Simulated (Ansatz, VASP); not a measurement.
**Tl in VASP and in Ansatz**

```
Tl
1.0
    -1.89611    1.89611    1.89611
     1.89611   -1.89611    1.89611
     1.89611    1.89611   -1.89611
Tl
1
Cartesian
  0.0000 0.0000 0.0000
```

Alike in both runs: functional LDA; k mesh 15 × 15 × 15; occupations fermi-dirac, width 0.05 eV; no spin polarisation.

Ansatz relaxed the structure, and its values are those at the end. VASP's run is a single point on that final structure, the one shown.

```csv
,VASP,Ansatz
version,VASP 6.6.1,Ansatz 0.2.0
potentials or method,"VASP PAW LDA potentials, release 64 (Tl_d)","PAW with Ansatz's default frozen-core files, scalar-relativistic"
plane-wave cutoff (eV),520,420
valence electrons in the cell,13,13
```

|  | VASP | Ansatz | Ansatz less VASP |
| --- | --- | --- | --- |
| pressure (GPa) | 0.1 | 0.0 | -0.07 |

The runs have no spin-orbit coupling, so splittings on Tl are missing.
